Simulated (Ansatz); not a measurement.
The system is V.

```
V
1.0
    -1.51435    1.51435    1.51435
     1.51435   -1.51435    1.51435
     1.51435    1.51435   -1.51435
V
1
Direct
  0.00000 0.00000 0.00000
```

- Program: Ansatz 0.2.0
- Task: relaxation of cell and atoms
- Functional: HSE03
- Potentials or basis: Ansatz PAW
- Cutoff: 420 eV (not typed: the program's choice for these potentials)
- k mesh: 6 × 6 × 6
- Occupations: fermi-dirac, width 0.05 eV
- Spin: collinear spin, ferromagnetic start
- Starting moments: [2.0] μB

At the start: volume 13.89 Å³/atom.

How do energy, volume and symmetry change on relaxing?

It ends after 5 steps and the volume is 13.33 Å³/atom (-4.1 %); space group Im-3m (No. 229, to 0.05 Å); moment 0.78 μB per cell.

The path:
| step | energy change (eV) | largest force (eV/Å) | volume (Å³) |
| --- | --- | --- | --- |
| 1 | 0.0000 | 0.0000 | 13.89 |
| 2 | -0.0134 | 0.0000 | 13.22 |
| 3 | -0.0139 | 0.0000 | 13.34 |
| 4 | -0.0139 | 0.0000 | 13.33 |
| 5 | -0.0133 | 0.0000 | 13.33 |

Final structure:
```cif
data_structure
_symmetry_space_group_name_H-M 'P 1'
_symmetry_Int_Tables_number 1
_cell_length_a 2.5870
_cell_length_b 2.5870
_cell_length_c 2.5870
_cell_angle_alpha 109.471
_cell_angle_beta 109.471
_cell_angle_gamma 109.471
_cell_volume 13.33
loop_
_atom_site_label
_atom_site_type_symbol
_atom_site_fract_x
_atom_site_fract_y
_atom_site_fract_z
_atom_site_occupancy
V1 V 0.00000 0.00000 0.00000 1
```

Caveat: the k mesh is coarse (spacing up to 0.49 Å⁻¹), so the values aren't converged, least of all with exact exchange; the magnetic or orbital state may not be the lowest; the plane-wave basis is chosen anew once the cell has moved, so the energies of steps on either side of that aren't comparable; the PAW data sets come from PBE, with cores solved anew for the run's functional, which leaves a small shift of forces and pressure.
